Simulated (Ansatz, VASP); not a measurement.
## Two plane-wave programs on FeO (Wuestite)

Contents of INCAR:

```
SYSTEM = FeO
PREC = Accurate
ENCUT = 520
EDIFF = 1E-6
ISMEAR = -1
SIGMA = 0.05
LREAL = .False.
LASPH = .True.
NELM = 150
ALGO = Normal
ISIF = 2
LWAVE = .False.
LCHARG = .False.
ISPIN = 2
MAGMOM = 3 0
LORBIT = 11
LMAXMIX = 4
GGA = PE
NBANDS = 18
```

The input KPOINTS:

```
regular mesh
0
Gamma
  11 11 11
  0 0 0
```

POSCAR

```
FeO
1.0
    1.4878158575      0.8589908858      2.4681429078
   -1.4878158575      0.8589908858      2.4681429078
    0.0000000000     -1.7179817717      2.4681429078
Fe O
1 1
Direct
    0.0000000000      0.0000000000      0.0000000000
    0.5000000000      0.5000000000      0.5000000000
```

input.yaml

```yaml
crystal:
  lattice:
    - [1.4878158575, 0.8589908858, 2.4681429078]
    - [-1.4878158575, 0.8589908858, 2.4681429078]
    - [0.0, -1.7179817717, 2.4681429078]
  atoms:
    - { symbol: Fe, position: [0.0, 0.0, 0.0], spin: 3.0 }
    - { symbol: O, position: [0.5, 0.5, 0.5] }
hamiltonian:
  xc: pbe
  pseudopotentials: { kind: paw }
magnetization:
  spin_polarized: true
kpoints:
  mp_grid: { grid: [11, 11, 11] }
scf:
  occupations: { method: fermi_dirac, width: 0.05 }
output:
  forces: true
  stress: true
  eigenvalues: true
```

Alike in both runs: task single point; functional PBE; k mesh 11 × 11 × 11; occupations fermi-dirac, width 0.05 eV; collinear spin.

```csv
,VASP,Ansatz
version,VASP 6.6.1,Ansatz 0.2.0
potentials or method,"VASP PAW PBE potentials, release 64 (Fe, O)",Ansatz PAW
plane-wave cutoff (eV),520,420
valence electrons in the cell,14,22
```

```csv
,VASP,Ansatz,Ansatz less VASP
gap on the k mesh at the Fermi level (eV),none,none,-
pressure (GPa),11.8,11.6,-0.26
largest component of the traceless stress (GPa),0.55,0.52,-0.030
net moment per atom (μB),2.00,2.00,0.000
size of the moment on the site where the two differ most (μB),3.61,3.42,-0.186
```

Site moments also hang on the region over which each program counts them. A gap of «none» marks a metal or a gap that the smearing closes. The two sets of potentials don't hold the same shells in valence.

Caveats: a cell with one magnetic atom can't hold antiferromagnetic order, which such compounds often take; semilocal functionals often make such compounds metallic where correlation or magnetic order opens a gap, which also shifts bond lengths; the pressure holds a Pulay correction of +0.7 GPa for the finite cutoff (Ansatz).
